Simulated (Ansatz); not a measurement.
**Σ9 (221) boundary in fcc Ir with O (interstitial): structure and resistance**

How much does the Σ9 (221) boundary in fcc Ir with O (interstitial) reflect electrons?

Method: Ansatz plane-wave DFT, PBE, PAW files; relaxation of a bicrystal slab with its lowest layers held; PAW set soft_1, in the first sound run; inputs show where later runs differ, in Ansatz 0.2.0.

### 1. The structure

The cell holds 31 atoms: 30 Ir and 1 O. Its edges and angles: a = 2.715 Å, b = 8.145 Å, c = 30.197 Å, α = 90.0°, β = 90.0°, γ = 90.0°. It derives from Ir. built on the (2 2 1) plane; 2 overlapping atoms removed and the grains opened by 0 Å. Vacuum lies along c.

### 2. Relaxing the bicrystal

The boundary is built by mirroring the lower grain in the boundary plane and removing any atoms that overlap; then the O is put in at the boundary. A thin bicrystal slab is relaxed first, with the lowest layers held and the upper grain free to shift and open.

Contents of input.yaml:

```yaml
crystal:
  lattice:
    - [2.7148657757, 0.0, 0.0]
    - [0.0, 8.1445973271, 0.0]
    - [0.0, 0.0, 30.197]
  atoms:
    - { symbol: Ir, position: [0.5000000002, 0.3888888889, 0.1655793622] }
    - { symbol: Ir, position: [2.0e-10, 0.6666666667, 0.186770209] }
    - { symbol: Ir, position: [0.5000000002, 0.9444444445, 0.2079610557] }
    - { symbol: Ir, position: [2.0e-10, 0.2222222222, 0.2291519025] }
    - { symbol: Ir, position: [0.5000000002, 0.5, 0.2503427493] }
    - { symbol: Ir, position: [1.0e-10, 0.7777777778, 0.2715335961] }
    - { symbol: Ir, position: [0.5000000001, 0.0555555556, 0.2927244428] }
    - { symbol: Ir, position: [1.0e-10, 0.3333333333, 0.3139152896] }
    - { symbol: Ir, position: [0.5000000001, 0.6111111111, 0.3351061364] }
    - { symbol: Ir, position: [1.0e-10, 0.8888888889, 0.3562969831] }
    - { symbol: Ir, position: [0.5000000001, 0.1666666667, 0.3774878299] }
    - { symbol: Ir, position: [0.0, 0.4444444444, 0.3986786767] }
    - { symbol: Ir, position: [0.5, 0.7222222222, 0.4198695235] }
    - { symbol: Ir, position: [0.0, 0.0, 0.4410603702] }
    - { symbol: O, position: [0.25, 0.25, 0.4410603702] }
    - { symbol: Ir, position: [0.0, 0.4444444444, 0.4834420638] }
    - { symbol: Ir, position: [0.5000000001, 0.1666666667, 0.5046329106] }
    - { symbol: Ir, position: [1.0e-10, 0.8888888889, 0.5258237573] }
    - { symbol: Ir, position: [0.5000000001, 0.6111111111, 0.5470146041] }
    - { symbol: Ir, position: [1.0e-10, 0.3333333333, 0.5682054509] }
    - { symbol: Ir, position: [0.5000000001, 0.0555555556, 0.5893962976] }
    - { symbol: Ir, position: [1.0e-10, 0.7777777778, 0.6105871444] }
    - { symbol: Ir, position: [0.5000000002, 0.5, 0.6317779912] }
    - { symbol: Ir, position: [2.0e-10, 0.2222222222, 0.652968838] }
    - { symbol: Ir, position: [0.5000000002, 0.9444444445, 0.6741596847] }
    - { symbol: Ir, position: [2.0e-10, 0.6666666667, 0.6953505315] }
    - { symbol: Ir, position: [0.5000000002, 0.3888888889, 0.7165413783] }
    - { symbol: Ir, position: [3.0e-10, 0.1111111111, 0.7377322251] }
    - { symbol: Ir, position: [0.5000000003, 0.8333333334, 0.7589230718] }
    - { symbol: Ir, position: [3.0e-10, 0.5555555556, 0.7801139186] }
    - { symbol: Ir, position: [0.5000000003, 0.2777777778, 0.8013047654] }
kpoints:
  mp_grid: { grid: [9, 3, 1] }
hamiltonian:
  xc: pbe
  pseudopotentials: { kind: paw, azcp: { folder: soft_1 } }
scf:
  occupations: { method: fermi_dirac, width: 0.1 }
relax:
  f_tol: 0.03
  max_steps: 80
  constraints: [{ sites: [0, 1, 2, 3, 4] }]
```

Run with:

```sh
$ ansatz run input.yaml --threads 4 --pin off --max-ram 15360MiB --backend cpu --events-out ev --progress --plain --runs-dir out
```

Numbers of over 12 decimals in the logs are rounded to 6 here.

The program printed:

```text
Engine: ansatz 0.2.0, aarch64-unknown-linux-gnu
Pseudopotentials: kind: paw
Pseudopotential: Ir, paw, valence charge 17, recommended cutoff 420 eV (normal), soft_1/Ir.paw.azcp
Pseudopotential: O, paw, valence charge 6, recommended cutoff 420 eV (normal), soft_1/O.paw.azcp
Functional definition: PBE
  parameter kappa = 0.804
  parameter beta = 0.066725
  exchange = pbe_x(kappa = kappa, mu = beta*pi^2/3)
  correlation = pbe_c(beta = beta)
Crystal: 31 atoms, lattice volume = 667.701 Å³
Basis set: ecut = 420 eV, 13167 PW (Γ), exchange–correlation on 40×120×432 points (8 copies of the dense FFT grid, shifted against one another)
Bands: 310, of which v1, the nominal top of the filled ones, is band 258 counted from 1 (257 counted from 0)
Symmetry: 1 space group operations
Space group: P1 (ITA 1), of the structure as read, at distance tolerance 8.7e-5 Å
k-points: 14 of 27 (time reversal used)
Non-local potential: Ir, projectors of the file, l = 0: 3, l = 1: 2, l = 2: 2, l = 3: 1
Non-local potential: O, projectors of the file, l = 0: 2, l = 1: 2, l = 2: 1
PAW form: soft (Blöchl's): semilocal exchange-correlation on the pseudo side does not see the compensation charge
PAW one-centre angular grid: Ir, 590 points (default); XC on 64 Gauss nodes
PAW one-centre angular grid: O, 110 points (default); XC on 64 Gauss nodes
Initial density: superposition of atomic densities (neutral atoms: chi_scale 0, normalization atom)
Initial wavefunctions: pseudopotential atomic-orbital guess
Functional: x = pbe(κ = 0.804, μ = 0.219515), c = pbe(β = 0.066725)
iter 1 solved again at ethr=2.62e-3 eV; its pass at ethr=3.10e-3 eV (dr2=1.35e1 eV) is discarded
SCF iter   1: F=—  HF=-358662.614182 eV  |F-HF|=—  |Δ(HF+E_count)|=         —  Δρ=4.33e-2  dr2=1.35e1  ethr=2.62e-3  ⟨swp⟩=2.8  Hψ=22118  notcnv=0
preconditioner: auto → LDOS  [metal: Δε(μ)=0.009 eV  Ē_g=6.703 eV  σ=0.100 eV  W_gap=0.02  n_scr=196 (ndim 8)  ℏωp=23.9 eV  f_vac=0.300  D(μ)=32.40/eV (n_scr^D=304)  β→1.0]
SCF iter   2: F=—  HF=-358662.334273 eV  |F-HF|=—  |Δ(HF+E_count)|=   2.80e-1  Δρ=3.11e-2  dr2=1.10e1  ethr=2.62e-3  ⟨swp⟩=3.5  Hψ=12902  notcnv=0  defer=130
SCF iter   3: F=—  HF=-358659.310579 eV  |F-HF|=—  |Δ(HF+E_count)|=    3.02e0  Δρ=6.41e-3  dr2=5.49e-1  ethr=2.13e-3  ⟨swp⟩=3.1  Hψ=8635  notcnv=0  defer=192
SCF iter   4: F=—  HF=-358659.276439 eV  |F-HF|=—  |Δ(HF+E_count)|=   3.41e-2  Δρ=3.23e-3  dr2=1.11e-1  ethr=1.06e-4  ⟨swp⟩=2.4  Hψ=8867  notcnv=0  defer=187
SCF iter   5: F=—  HF=-358659.250107 eV  |F-HF|=—  |Δ(HF+E_count)|=   2.63e-2  Δρ=1.06e-3  dr2=1.28e-2  ethr=2.16e-5  ⟨swp⟩=3.2  Hψ=8591  notcnv=0  defer=187
SCF iter   6: F=—  HF=-358659.251352 eV  |F-HF|=—  |Δ(HF+E_count)|=   1.25e-3  Δρ=3.62e-4  dr2=2.02e-3  ethr=2.49e-6  ⟨swp⟩=2.1  Hψ=6542  notcnv=0  defer=187
SCF iter   7: F=—  HF=-358659.251328 eV  |F-HF|=—  |Δ(HF+E_count)|=   2.45e-5  Δρ=1.19e-4  dr2=2.41e-4  ethr=3.91e-7  ⟨swp⟩=2.8  Hψ=7701  notcnv=0  defer=187
SCF iter   8: F=—  HF=-358659.251300 eV  |F-HF|=—  |Δ(HF+E_count)|=   2.81e-5  Δρ=5.10e-5  dr2=3.63e-5  ethr=4.66e-8  ⟨swp⟩=2.6  Hψ=7168  notcnv=0  defer=187
SCF iter   9: F=-358659.251298 eV  HF=-358659.251301 eV  |F-HF|=2.90e-6  |Δ(HF+E_count)|=   1.62e-6  Δρ=2.02e-5  dr2=6.37e-6  ethr=4.36e-9  ⟨swp⟩=4.9  Hψ=14396  notcnv=0
SCF 1 converged in 9 iterations: F = -358659.251298 eV  dr2 = 6.37e-6
  greatest PAW one-centre occupation: 1.000 electrons in one spin orbital (limit 2), on the Ir atom at site 27 (counted from 0), in its partial waves of l = 0
relax step   1: F+E_penalty+E_count = -358659.25129839 eV  Δ(F+E_penalty+E_count) = +0.000e0 eV  max|allowed force component| = 1.967e0 eV/Å  Δτ_max = 0.0000 Å  (9 SCF iters, dr2 threshold 2.25e-5 eV, accepted)
Initial density: handed on by an earlier stage of this run
Initial wavefunctions: those handed on with the density
iter 1 solved again at ethr=8.80e-4 eV; its pass at ethr=3.10e-3 eV (dr2=4.54e0 eV) is discarded
SCF iter   1: F=—  HF=-358659.935186 eV  |F-HF|=—  |Δ(HF+E_count)|=         —  Δρ=1.28e-2  dr2=4.44e0  ethr=8.80e-4  ⟨swp⟩=1.1  Hψ=14618  notcnv=0  defer=181
preconditioner: auto → LDOS  [metal: Δε(μ)=0.002 eV  Ē_g=6.540 eV  σ=0.100 eV  W_gap=0.01  n_scr=196 (ndim 8)  ℏωp=23.9 eV  f_vac=0.305  D(μ)=33.18/eV (n_scr^D=320)  β→1.0]
SCF iter   2: F=—  HF=-358659.854350 eV  |F-HF|=—  |Δ(HF+E_count)|=   8.08e-2  Δρ=4.46e-3  dr2=2.88e-1  ethr=8.60e-4  ⟨swp⟩=2.0  Hψ=6456  notcnv=0  defer=181
SCF iter   3: F=—  HF=-358659.823048 eV  |F-HF|=—  |Δ(HF+E_count)|=   3.13e-2  Δρ=2.80e-3  dr2=1.52e-1  ethr=5.59e-5  ⟨swp⟩=3.0  Hψ=8198  notcnv=0  defer=181
SCF iter   4: F=—  HF=-358659.786343 eV  |F-HF|=—  |Δ(HF+E_count)|=   3.67e-2  Δρ=4.45e-4  dr2=2.41e-3  ethr=2.94e-5  ⟨swp⟩=2.2  Hψ=6444  notcnv=0  defer=181
SCF iter   5: F=—  HF=-358659.787370 eV  |F-HF|=—  |Δ(HF+E_count)|=   1.03e-3  Δρ=1.71e-4  dr2=4.70e-4  ethr=4.67e-7  ⟨swp⟩=2.9  Hψ=8621  notcnv=0  defer=189
SCF iter   6: F=-358659.787338 eV  HF=-358659.787361 eV  |F-HF|=2.37e-5  |Δ(HF+E_count)|=   8.44e-6  Δρ=5.82e-5  dr2=4.76e-5  ethr=1.94e-8  ⟨swp⟩=3.1  Hψ=16353  notcnv=0
SCF 2 converged in 6 iterations: F = -358659.787338 eV  dr2 = 4.76e-5
  greatest PAW one-centre occupation: 1.000 electrons in one spin orbital (limit 2), on the Ir atom at site 8 (counted from 0), in its partial waves of l = 0
relax step   2: F+E_penalty+E_count = -358659.78733751 eV  Δ(F+E_penalty+E_count) = -5.360e-1 eV  max|allowed force component| = 1.591e0 eV/Å  Δτ_max = 0.1903 Å  (6 SCF iters, dr2 threshold 1.00e-4 eV, accepted)
iter 1 solved again at ethr=4.79e-4 eV; its pass at ethr=3.10e-3 eV (dr2=2.47e0 eV) is discarded
SCF iter   1: F=—  HF=-358660.052534 eV  |F-HF|=—  |Δ(HF+E_count)|=         —  Δρ=1.03e-2  dr2=2.53e0  ethr=4.79e-4  ⟨swp⟩=1.9  Hψ=15852  notcnv=0  defer=184
preconditioner: auto → LDOS  [metal: Δε(μ)=0.011 eV  Ē_g=6.482 eV  σ=0.100 eV  W_gap=0.03  n_scr=196 (ndim 8)  ℏωp=23.9 eV  f_vac=0.301  D(μ)=33.06/eV (n_scr^D=320)  β→1.0]
SCF iter   2: F=—  HF=-358660.012373 eV  |F-HF|=—  |Δ(HF+E_count)|=   4.02e-2  Δρ=2.64e-3  dr2=7.85e-2  ethr=4.79e-4  ⟨swp⟩=2.0  Hψ=5891  notcnv=0  defer=184
SCF iter   3: F=—  HF=-358660.013462 eV  |F-HF|=—  |Δ(HF+E_count)|=   1.09e-3  Δρ=2.00e-3  dr2=9.65e-2  ethr=1.52e-5  ⟨swp⟩=2.9  Hψ=9352  notcnv=0  defer=188
SCF iter   4: F=—  HF=-358659.995649 eV  |F-HF|=—  |Δ(HF+E_count)|=   1.78e-2  Δρ=4.16e-4  dr2=3.56e-3  ethr=1.52e-5  ⟨swp⟩=2.0  Hψ=6396  notcnv=0  defer=190
SCF iter   5: F=—  HF=-358659.994757 eV  |F-HF|=—  |Δ(HF+E_count)|=   8.91e-4  Δρ=8.94e-5  dr2=1.15e-4  ethr=6.89e-7  ⟨swp⟩=3.0  Hψ=8305  notcnv=0  defer=190
[...]
relax step  11: F+E_penalty+E_count = -358660.96009485 eV  Δ(F+E_penalty+E_count) = -6.968e-2 eV  max|allowed force component| = 2.166e-1 eV/Å  Δτ_max = 0.0940 Å  (8 SCF iters, accepted)
relax step  12: F+E_penalty+E_count = -358660.99511321 eV  Δ(F+E_penalty+E_count) = -3.502e-2 eV  max|allowed force component| = 1.158e-1 eV/Å  Δτ_max = 0.1000 Å  (7 SCF iters, dr2 threshold 4.20e-6 eV, accepted)
relax step  13: F+E_penalty+E_count = -358661.01202124 eV  Δ(F+E_penalty+E_count) = -1.691e-2 eV  max|allowed force component| = 1.485e-1 eV/Å  Δτ_max = 0.1463 Å  (7 SCF iters, dr2 threshold 1.20e-6 eV, accepted)
relax step  14: F+E_penalty+E_count = -358661.01340750 eV  Δ(F+E_penalty+E_count) = -1.386e-3 eV  max|allowed force component| = 1.321e-1 eV/Å  Δτ_max = 0.0285 Å  (5 SCF iters, dr2 threshold 6.29e-6 eV, accepted)
relax step  15: F+E_penalty+E_count = -358661.01330850 eV  Δ(F+E_penalty+E_count) = +9.899e-5 eV  max|allowed force component| = 5.201e-2 eV/Å  Δτ_max = 0.0364 Å  (5 SCF iters, dr2 threshold 1.38e-5 eV, rejected (line search))
relax step  16: F+E_penalty+E_count = -358661.01340824 eV  Δ(F+E_penalty+E_count) = -7.497e-7 eV  max|allowed force component| = 1.322e-1 eV/Å  Δτ_max = 0.0000 Å  (7 SCF iters, accepted)
relax step  17: F+E_penalty+E_count = -358661.01329824 eV  Δ(F+E_penalty+E_count) = +1.100e-4 eV  max|allowed force component| = 5.194e-2 eV/Å  Δτ_max = 0.0367 Å  (5 SCF iters, dr2 threshold 1.38e-5 eV, rejected (line search))
SCF iter   1: F=—  HF=-358661.013505 eV  |F-HF|=—  |Δ(HF+E_count)|=         —  Δρ=8.52e-4  dr2=3.01e-3  ethr=4.97e-6  ⟨swp⟩=2.2  Hψ=7619  notcnv=0  defer=182
preconditioner: auto → LDOS  [metal: Δε(μ)=0.028 eV  Ē_g=6.498 eV  σ=0.100 eV  W_gap=0.07  n_scr=196 (ndim 8)  ℏωp=23.9 eV  f_vac=0.300  D(μ)=32.91/eV (n_scr^D=320)  β→1.0]
SCF iter   2: F=—  HF=-358661.013317 eV  |F-HF|=—  |Δ(HF+E_count)|=   1.88e-4  Δρ=2.24e-4  dr2=4.77e-4  ethr=5.83e-7  ⟨swp⟩=2.2  Hψ=7152  notcnv=0  defer=182
SCF iter   3: F=—  HF=-358661.013254 eV  |F-HF|=—  |Δ(HF+E_count)|=   6.28e-5  Δρ=1.11e-4  dr2=2.27e-4  ethr=9.24e-8  ⟨swp⟩=3.3  Hψ=8962  notcnv=0  defer=182
SCF iter   4: F=—  HF=-358661.013173 eV  |F-HF|=—  |Δ(HF+E_count)|=   8.12e-5  Δρ=3.64e-5  dr2=1.14e-5  ethr=4.41e-8  ⟨swp⟩=2.1  Hψ=6510  notcnv=0  defer=182
SCF iter   5: F=—  HF=-358661.014571 eV  |F-HF|=—  |Δ(HF+E_count)|=   1.40e-3  Δρ=8.65e-6  dr2=7.11e-7  ethr=2.20e-9  ⟨swp⟩=2.6  Hψ=7907  notcnv=0  defer=182
SCF iter   6: F=-358661.014571 eV  HF=-358661.014571 eV  |F-HF|=4.38e-8  |Δ(HF+E_count)|=   1.66e-7  Δρ=2.69e-6  dr2=7.65e-8  ethr=1.94e-11  ⟨swp⟩=5.1  Hψ=16072  notcnv=0
SCF 18 converged in 6 iterations: F = -358661.014571 eV  dr2 = 7.65e-8
relax step  18: F+E_penalty+E_count = -358661.01457077 eV  Δ(F+E_penalty+E_count) = -1.163e-3 eV  max|allowed force component| = 1.181e-2 eV/Å  Δτ_max = 0.0181 Å  (6 SCF iters, accepted)
SCF converged after 6 iterations
Free energy (F): -358661.014571 eV
Harris-Foulkes:  -358661.014571 eV  (|F-HF|=4.38e-8)
Internal energy: -358659.921508 eV  (E = F + TS)
E sigma→0 (E₀):  -358660.468039 eV
Entropy (-TS):   -1.093063 eV (-35.260 meV/atom)
Fermi energy:    14.566331 eV
--- Per-component energies (eV) ---
  E_band       = -8042.359947
  E_kinetic    = 16345.069624
  E_local      = -632646.295447  (includes V_loc(G=0)·N_el)
  E_nonlocal   = 5753.004307
  E_hartree    = 309368.461431
  E_xc         = -6964.792672
  E_vxc        = -7772.761627  (∫ρ·V_xc dr)
  E_paw        = -278116.598428  (= ΣΔE_a)
  E_vpaw       = -8458.304533  (= ΣTr[D̂ρ^β])
  E_aug_tail   = 0.011250  (compensation charges beyond the density's cutoff)
  E_ewald      = 227601.218427
  E_smearing   = -1.093063  (= −TS)
  E_closure    = 0.000000  (closes the sum)
  Σ components = -358661.014571   (vs F -358661.014571, Δ=0.00e0)
--- Forces (eV/Å), atoms counted from 1 ---
  atom   1  Ir     0.00596153     0.67221165     1.13617134
  atom   2  Ir     0.00465678    -0.20979391    -0.03877483
  atom   3  Ir    -0.01375353    -0.40928903     0.10569588
  atom   4  Ir    -0.00429465    -0.12711191    -1.05094303
  atom   5  Ir     0.01516391     0.08953095    -0.15083107
  atom   6  Ir     0.00046986    -0.00871630     0.00197358
  atom   7  Ir     0.00231764     0.00670844    -0.00294063
  atom   8  Ir     0.00070381    -0.00799521     0.00035681
  atom   9  Ir     0.00523552    -0.00332931     0.00257921
  atom  10  Ir    -0.00179581     0.00731431     0.00701092
  atom  11  Ir    -0.00666912     0.00098956     0.00317280
  atom  12  Ir     0.00224562    -0.00097044     0.00032144
  atom  13  Ir     0.00137728    -0.01180611    -0.00327797
  atom  14  Ir     0.00114014     0.00744773     0.01044882
  atom  15  O     -0.00015758    -0.00389232    -0.00200966
  atom  16  Ir    -0.00207538     0.00099333    -0.00561487
  atom  17  Ir    -0.00362596    -0.00039739    -0.00621966
  atom  18  Ir     0.00102764     0.00961122    -0.00346003
  atom  19  Ir     0.00229702    -0.00445035    -0.00640075
  atom  20  Ir    -0.00509656     0.00389174    -0.00111878
  atom  21  Ir    -0.00069437    -0.00423865     0.00406503
  atom  22  Ir    -0.00112062    -0.00507303     0.00437520
  atom  23  Ir     0.00499142     0.00123957    -0.00131908
  atom  24  Ir    -0.00107710     0.00238748    -0.00362918
  atom  25  Ir    -0.00099370    -0.00149493     0.00123994
  atom  26  Ir    -0.00116662    -0.00241602    -0.00228558
  atom  27  Ir    -0.00194636     0.00060887     0.00046913
  atom  28  Ir     0.00014057    -0.00171985     0.00140541
  atom  29  Ir    -0.00220327     0.00199987    -0.00042515
  atom  30  Ir    -0.00026343    -0.00093108    -0.00018428
  atom  31  Ir    -0.00079451    -0.00131200     0.00012980
  max |Σ_I F_I| component: 1.92e-5 eV/Å
--- Relaxed structure (18 steps of the walk, 15 accepted, 0 SCFs on fresh bases) ---
  F+E_penalty+E_count = -358661.01457077 eV   max|allowed force component| = 1.181e-2 eV/Å
  atoms:
    - { symbol: Ir, position: [0.5000000002, 0.388889, 0.1655793622] }
    - { symbol: Ir, position: [2.0000000000000003e-10, 0.666667, 0.186770209] }
    - { symbol: Ir, position: [0.5000000002, 0.944444, 0.2079610557] }
    - { symbol: Ir, position: [2.0000000000000003e-10, 0.222222, 0.2291519025] }
    - { symbol: Ir, position: [0.5000000002, 0.500000, 0.2503427493] }
    - { symbol: Ir, position: [-0.00154427, 0.777652, 0.271505] }
    - { symbol: Ir, position: [0.499674, 0.057067, 0.291898] }
    - { symbol: Ir, position: [0.00265633, 0.334371, 0.313884] }
    - { symbol: Ir, position: [0.504974, 0.608623, 0.336380] }
    - { symbol: Ir, position: [-0.00232205, 0.887616, 0.355640] }
    - { symbol: Ir, position: [0.506111, 0.163793, 0.375620] }
    - { symbol: Ir, position: [0.0086164, 0.441462, 0.402247] }
    - { symbol: Ir, position: [0.488875, 0.733022, 0.421719] }
    - { symbol: Ir, position: [0.010910, 0.00375354, 0.441395] }
    - { symbol: O, position: [0.207610, 0.253475, 0.448835] }
    - { symbol: Ir, position: [-0.047201, 0.592388, 0.486772] }
    - { symbol: Ir, position: [0.405854, 0.317334, 0.510422] }
    - { symbol: Ir, position: [-0.066815, 1.034207, 0.527349] }
    - { symbol: Ir, position: [0.435158, 0.760306, 0.549082] }
    - { symbol: Ir, position: [-0.074298, 0.480036, 0.572033] }
    - { symbol: Ir, position: [0.432327, 0.198724, 0.593045] }
    - { symbol: Ir, position: [-0.066143, 0.923918, 0.613729] }
    - { symbol: Ir, position: [0.434006, 0.647692, 0.636262] }
    - { symbol: Ir, position: [-0.069252, 0.367701, 0.657368] }
    - { symbol: Ir, position: [0.432642, 1.093418, 0.679101] }
    - { symbol: Ir, position: [-0.068130, 0.816550, 0.699053] }
    - { symbol: Ir, position: [0.431466, 0.535323, 0.719756] }
    - { symbol: Ir, position: [-0.068191, 0.254036, 0.745589] }
    - { symbol: Ir, position: [0.431100, 0.975850, 0.763010] }
    - { symbol: Ir, position: [-0.068391, 0.703325, 0.783338] }
    - { symbol: Ir, position: [0.431839, 0.435575, 0.802920] }
```

Run time: 37 min. Hardware: 4 threads of Arm Neoverse V1, shared host; peak memory 4.7 GiB; 2.4 h of CPU time.

This run has no spin polarisation, although Ir can carry a moment.

Step by step:

```csv
step,energy less that of the first step (eV),largest force component (eV/Å)
1,0.0000,1.9667
2,-0.5360,1.5912
3,-0.7435,0.3149
4,-0.8691,0.2589
5,-1.0347,0.4183
6,-1.0921,0.8699
7,-1.3107,0.6493
8,-1.5402,0.4846
9,-1.6391,0.7245
10,-1.6377,0.6415
11,-1.7088,0.2166
12,-1.7438,0.1158
13,-1.7607,0.1485
14,-1.7621,0.1321
15,-1.7620,0.0520
16,-1.7621,0.1322
17,-1.7620,0.0519
18,-1.7633,0.0118
```

Relaxation steps 10, 15, 17 were tried and not accepted.

The atoms that moved most (Å):

```csv
atom,dx,dy,dz,length
Ir31,-0.185,1.285,0.049,1.299
Ir17,-0.256,1.227,0.175,1.266
Ir26,-0.185,1.221,0.112,1.240
Ir25,-0.183,1.213,0.149,1.236
Ir19,-0.176,1.215,0.062,1.229
Ir23,-0.179,1.203,0.135,1.224
Ir30,-0.186,1.204,0.097,1.222
Ir20,-0.202,1.195,0.116,1.217
```

The relaxed structure:

```cif
data_structure
_symmetry_space_group_name_H-M 'P 1'
_symmetry_Int_Tables_number 1
_cell_length_a 2.7149
_cell_length_b 8.1446
_cell_length_c 30.1970
_cell_angle_alpha 90.000
_cell_angle_beta 90.000
_cell_angle_gamma 90.000
_cell_volume 667.70
loop_
_atom_site_label
_atom_site_type_symbol
_atom_site_fract_x
_atom_site_fract_y
_atom_site_fract_z
_atom_site_occupancy
Ir1 Ir 0.50000 0.38889 0.16558 1
Ir2 Ir 0.00000 0.66667 0.18677 1
Ir3 Ir 0.50000 0.94444 0.20796 1
Ir4 Ir 0.00000 0.22222 0.22915 1
Ir5 Ir 0.50000 0.50000 0.25034 1
Ir6 Ir 0.99846 0.77765 0.27150 1
Ir7 Ir 0.49967 0.05707 0.29190 1
Ir8 Ir 0.00266 0.33437 0.31388 1
Ir9 Ir 0.50497 0.60862 0.33638 1
Ir10 Ir 0.99768 0.88762 0.35564 1
Ir11 Ir 0.50611 0.16379 0.37562 1
Ir12 Ir 0.00862 0.44146 0.40225 1
Ir13 Ir 0.48888 0.73302 0.42172 1
Ir14 Ir 0.01091 0.00375 0.44139 1
O15 O 0.20761 0.25347 0.44884 1
Ir16 Ir 0.95280 0.59239 0.48677 1
Ir17 Ir 0.40585 0.31733 0.51042 1
Ir18 Ir 0.93318 0.03421 0.52735 1
Ir19 Ir 0.43516 0.76031 0.54908 1
Ir20 Ir 0.92570 0.48004 0.57203 1
Ir21 Ir 0.43233 0.19872 0.59304 1
Ir22 Ir 0.93386 0.92392 0.61373 1
Ir23 Ir 0.43401 0.64769 0.63626 1
Ir24 Ir 0.93075 0.36770 0.65737 1
Ir25 Ir 0.43264 0.09342 0.67910 1
Ir26 Ir 0.93187 0.81655 0.69905 1
Ir27 Ir 0.43147 0.53532 0.71976 1
Ir28 Ir 0.93181 0.25404 0.74559 1
Ir29 Ir 0.43110 0.97585 0.76301 1
Ir30 Ir 0.93161 0.70332 0.78334 1
Ir31 Ir 0.43184 0.43558 0.80292 1
```

This step gave:

```
free energy             : -358661.0146 eV
energy at zero smearing : -358660.4680 eV
Fermi energy            : 14.57 eV
```

The largest force component on a free atom ends at 0.012 eV/Å, under the tolerance of 0.03, after 18 steps.

(Continued in part 2 of 2.)

[Logs are printed without paths, hosts, clocks, repeated set-up lines and the standing remarks that a program may print on its own settings, such as how far it seeks lower states.]

[Hosts, paths, dates, database ids (printed as entryN), source tags and the programs' standing remarks are cut or masked in the printed files.]
